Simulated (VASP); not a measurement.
# Ta3N5 (Cmcm) in VASP: notebook, part 2 of 2

VASP 6.6.1. Earlier steps stand in the parts before.

### 3 Relaxation of cell and atoms, PBEsol

File INCAR:

```
PREC     = Accurate       # precision mode
ENCUT    = 600            # plane-wave cutoff, eV
EDIFF    = 1E-7           # SCF threshold, eV
ISMEAR   = 0              # smearing method
SIGMA    = 0.03           # smearing width, eV
LREAL    = F              # projectors in reciprocal space
LASPH    = T              # aspherical terms in the spheres
NELM     = 80             # most SCF steps
ALGO     = Normal         # electronic algorithm
ISIF     = 3              # what is computed and relaxed
LWAVE    = F              # write WAVECAR
LCHARG   = F              # write CHGCAR
GGA      = PS             # functional
IBRION   = 2              # ionic algorithm
NSW      = 90             # ionic steps
EDIFFG   = -0.005         # ionic threshold
KPAR     = 8
```

File KPOINTS:

```
Automatic mesh
0
Gamma
  8 8 4
```

File POSCAR:

```
Ta3N5                                   
1.0
    1.9413554172     -5.1119472974     -0.0000000000
    1.9413554172      5.1119472974      0.0000000000
    0.0000000000      0.0000000000     10.2418454994
  Ta              N             
     6    10
Direct
     0.8011065550527575    0.1988934449472425    0.2500000000000000
     0.1988934449472425    0.8011065550527575    0.7500000000000000
     0.8662493938550112    0.1337506061449888    0.5592513657603608
     0.1337506061449888    0.8662493938550112    0.0592513657603610
     0.1337506061449888    0.8662493938550112    0.4407486342396389
     0.8662493938550112    0.1337506061449888    0.9407486342396392
     0.2358511243184188    0.7641488756815813    0.2500000000000000
     0.7641488756815813    0.2358511243184188    0.7500000000000000
     0.9529339685413940    0.0470660314586060    0.1200377546185663
     0.0470660314586060    0.9529339685413940    0.6200377546185663
     0.0470660314586060    0.9529339685413940    0.8799622453814337
     0.9529339685413940    0.0470660314586060    0.3799622453814337
     0.6911989822748380    0.3088010177251619    0.0731558583232341
     0.3088010177251619    0.6911989822748380    0.5731558583232341
     0.3088010177251619    0.6911989822748380    0.9268441416767659
     0.6911989822748380    0.3088010177251619    0.4268441416767659
```

Potentials or basis: VASP PAW PBE potentials, release 64 (Ta_pv, N).

Started as:

```sh
> cat potpaw_PBE.64/Ta_pv/POTCAR potpaw_PBE.64/N/POTCAR > POTCAR
> mpirun -np 8 vasp_std > vasp.out
```

OUTCAR:

```text
PREC = Accurate
   ENCUT = 600
   EDIFF = 1E-7
   ISMEAR = 0
   LREAL = F
   LASPH = T
   NELM = 80
   ISIF = 3
   GGA = PS
   IBRION = 2
   NSW = 90
   EDIFFG = -0.005

 ion  position               nearest neighbor table
   1  0.801  0.199  0.250-   9 2.04  12 2.04   7 2.05   7 2.05  16 2.13  13 2.13   6 3.24   3 3.24
                             4 3.24   4 3.24   5 3.24   5 3.24
   2  0.199  0.801  0.750-  10 2.04  11 2.04   8 2.05   8 2.05  15 2.13  14 2.13   5 3.24   4 3.24
                             3 3.24   3 3.24   6 3.24   6 3.24
   3  0.866  0.134  0.559-  10 1.95  14 2.03  14 2.03  12 2.04   8 2.22  16 2.25   5 2.99   1 3.24
                             2 3.24   2 3.24   5 3.30   5 3.30
   4  0.134  0.866  0.059-   9 1.95  13 2.03  13 2.03  11 2.04   7 2.22  15 2.25   6 2.99   2 3.24
                             1 3.24   1 3.24   6 3.30   6 3.30
   5  0.134  0.866  0.441-  12 1.95  16 2.03  16 2.03  10 2.04   7 2.22  14 2.25   3 2.99   2 3.24
                             1 3.24   1 3.24   3 3.30   3 3.30
   6  0.866  0.134  0.941-  11 1.95  15 2.03  15 2.03   9 2.04   8 2.22  13 2.25   4 2.99   1 3.24
                             2 3.24   2 3.24   4 3.30   4 3.30
   7  0.236  0.764  0.250-   1 2.05   1 2.05   5 2.22   4 2.22
   8  0.764  0.236  0.750-   2 2.05   2 2.05   6 2.22   3 2.22
   9  0.953  0.047  0.120-   4 1.95   6 2.04   1 2.04
  10  0.047  0.953  0.620-   3 1.95   5 2.04   2 2.04
  11  0.047  0.953  0.880-   6 1.95   4 2.04   2 2.04
  12  0.953  0.047  0.380-   5 1.95   3 2.04   1 2.04
  13  0.691  0.309  0.073-   4 2.03   4 2.03   1 2.13   6 2.25
  14  0.309  0.691  0.573-   3 2.03   3 2.03   2 2.13   5 2.25
  15  0.309  0.691  0.927-   6 2.03   6 2.03   2 2.13   4 2.25
  16  0.691  0.309  0.427-   5 2.03   5 2.03   1 2.13   3 2.25

  LATTYP: Found a base centered orthorhombic cell.
 ALAT       =     3.8827108344
 B/A-ratio  =     2.6331846565
 C/A-ratio  =     2.6378079482

  Lattice vectors:

 A1 = (   1.9413554172,  -5.1119472974,   0.0000000000)
 A2 = (   1.9413554172,   5.1119472974,   0.0000000000)
 A3 = (   0.0000000000,   0.0000000000,  10.2418454994)

[... 248 lines left out ...]

  FREE ENERGIE OF THE ION-ELECTRON SYSTEM (eV)
  ---------------------------------------------------
  free  energy   TOTEN  =      -179.4458764289 eV

  energy  without entropy=     -179.4458764289  energy(sigma->0) =     -179.44587643

--------------------------------------- Ionic step        2  -------------------------------------------

 number of electron     116.0000006 magnetization

 Free energy of the ion-electron system (eV)
  ---------------------------------------------------
  ext. energy  EPLUGINS =         0.00000000
  ---------------------------------------------------
  free energy    TOTEN  =      -179.44590143 eV

  energy without entropy =     -179.44590143  energy(sigma->0) =     -179.44590143

 E-fermi :   3.9886     XC(G=0): -11.4521

 val. band max:        3.8538488414   @ k =   0.1250   0.1250   0.0000
 cond. band min:       4.9784535879   @ k =   0.5000   0.5000   0.0000
 fundamental gap:      1.1246047465
 Fermi energy:         3.9886026547

 k-point     1 :       0.0000    0.0000    0.0000
  band No.  band energies     occupation
      1     -31.0162      2.00000
      2     -31.0002      2.00000
      3     -30.9691      2.00000
      4     -30.8505      2.00000
      5     -30.8392      2.00000
      6     -30.8371      2.00000
[... 1717 lines left out ...]
     68       7.4073      0.00000
     69       7.5497      0.00000

 [... further k-points ...]

------------------------ aborting loop because EDIFF is reached ----------------------------------------

  FORCE on cell =-STRESS in cart. coord.  units (eV):
  Direction    XX          YY          ZZ          XY          YZ          ZX
  --------------------------------------------------------------------------------------
  -------------------------------------------------------------------------------------
  Total        0.0220331      0.0143995      0.0135084      0.0000000      0.0000000      0.0000000
  in kB        0.1736741      0.1135031      0.1064787      0.0000000      0.0000000      0.0000000
  external PRESSURE =       0.1312186 kB  Pullay stress =       0.0000000 kB

 VOLUME and BASIS-vectors are now :
 -----------------------------------------------------------------------------
  energy-cutoff  :      600.00
  volume of cell :      203.26
      direct lattice vectors                 reciprocal lattice vectors
     1.941397437 -5.111211490 -0.000000000     0.257546441 -0.097824166  0.000000000
     1.941397437  5.111211490  0.000000000     0.257546441  0.097824166 -0.000000000
     0.000000000  0.000000000 10.241963102     0.000000000 -0.000000000  0.097637532

 POSITION                                       TOTAL-FORCE (eV/Angst)
 -----------------------------------------------------------------------------------
      1.94140     -3.07802      2.56049         0.000000      0.003187      0.000000
      1.94140      3.07802      7.68147         0.000000     -0.003187     -0.000000
      1.94140     -3.74393      5.72807         0.000000      0.001945      0.001056
      1.94140      3.74393      0.60709         0.000000     -0.001945      0.001056
      1.94140      3.74393      4.51389         0.000000     -0.001945     -0.001056
      1.94140     -3.74393      9.63488         0.000000      0.001945     -0.001056
[... 8 lines left out ...]
      1.94140      1.95435      9.49231         0.000000     -0.003053     -0.002502
      1.94140     -1.95435      4.37133         0.000000      0.003053     -0.002502
 -----------------------------------------------------------------------------------
    total drift:                               -0.000000     -0.000000     -0.000000

  FREE ENERGIE OF THE ION-ELECTRON SYSTEM (eV)
  ---------------------------------------------------
  free  energy   TOTEN  =      -179.4459014291 eV

  energy  without entropy=     -179.4459014291  energy(sigma->0) =     -179.44590143

 reached required accuracy - stopping structural energy minimisation
```

OSZICAR:

```text
N       E                     dE             d eps       ncg     rms          rms(c)
DAV:   1     0.120109376020E+04    0.12011E+04   -0.69057E+04  8694   0.190E+03
DAV:   2    -0.106167451322E+03   -0.13073E+04   -0.12678E+04 10159   0.527E+02
[... 16 lines left out ...]
       N       E                     dE             d eps       ncg     rms          rms(c)
DAV:   1    -0.179445900114E+03   -0.23776E-04   -0.79245E-03  9324   0.395E-01    0.326E-02
DAV:   2    -0.179445906635E+03   -0.65205E-05   -0.25157E-04 10236   0.741E-02    0.183E-02
DAV:   3    -0.179445901977E+03    0.46580E-05   -0.28312E-05 10900   0.232E-02    0.773E-03
DAV:   4    -0.179445901389E+03    0.58840E-06   -0.54333E-06 11204   0.109E-02    0.418E-03
DAV:   5    -0.179445901429E+03   -0.40542E-07   -0.94762E-07  9252   0.459E-03
   2 F= -.17944590E+03 E0= -.17944590E+03  d E =-.250001E-04
```

Run time: 6.9 min. Hardware: 8 MPI ranks of Intel Xeon Platinum 8488C (Sapphire Rapids), shared host; peak memory 1 GiB.

What came out:

| Property | Result |
| --- | --- |
| Free energy | -179.4459 eV |
| Relaxed volume | 12.70 Å³/atom |
| Relaxed cell | a = 5.467 Å, b = 5.467 Å, c = 10.242 Å, α = 90.00°, β = 90.00°, γ = 138.40° |
| Space group after relaxing (to 0.05 Å) | Cmcm (No. 63) |
| Energy gained by relaxing | 0.0 meV/atom |
| Ionic steps | 2 |
| Pressure after relaxing | 0.0 GPa |
| Largest force after relaxing | 0.004 eV/Å |
| Band gap on the k mesh | 1.12 eV, indirect (least direct gap 1.39 eV) |

Forces in eV/Å, atoms in the order of the input:
```
Ta   0.000  0.003  0.000
Ta   0.000 -0.003  0.000
Ta   0.000  0.002  0.001
Ta   0.000 -0.002  0.001
Ta   0.000 -0.002 -0.001
Ta   0.000  0.002 -0.001
N    0.000  0.004  0.000
N    0.000 -0.004  0.000
N    0.000 -0.001  0.000
N    0.000  0.001  0.000
N    0.000  0.001  0.000
N    0.000 -0.001  0.000
N    0.000  0.003  0.003
N    0.000 -0.003  0.003
N    0.000 -0.003 -0.003
N    0.000  0.003 -0.003
```

Final structure:
```yaml
crystal:
  lattice:
    - [1.94140, -5.11121, 0.00000]
    - [1.94140, 5.11121, 0.00000]
    - [0.00000, 0.00000, 10.24196]
  atoms:
    - { symbol: Ta, position: [0.80110, 0.19890, 0.25000] }
    - { symbol: Ta, position: [0.19890, 0.80110, 0.75000] }
    - { symbol: Ta, position: [0.86625, 0.13375, 0.55927] }
    - { symbol: Ta, position: [0.13375, 0.86625, 0.05927] }
    - { symbol: Ta, position: [0.13375, 0.86625, 0.44073] }
    - { symbol: Ta, position: [0.86625, 0.13375, 0.94073] }
    - { symbol: N, position: [0.23582, 0.76418, 0.25000] }
    - { symbol: N, position: [0.76418, 0.23582, 0.75000] }
    - { symbol: N, position: [0.95295, 0.04705, 0.12007] }
    - { symbol: N, position: [0.04705, 0.95295, 0.62007] }
    - { symbol: N, position: [0.04705, 0.95295, 0.87993] }
    - { symbol: N, position: [0.95295, 0.04705, 0.37993] }
    - { symbol: N, position: [0.69118, 0.30882, 0.07319] }
    - { symbol: N, position: [0.30882, 0.69118, 0.57319] }
    - { symbol: N, position: [0.30882, 0.69118, 0.92681] }
    - { symbol: N, position: [0.69118, 0.30882, 0.42681] }
```

Caveat: the PAW data sets were made with another functional, which shifts forces and pressure a little; spin-orbit coupling is left out, which moves the levels of the heavy elements.
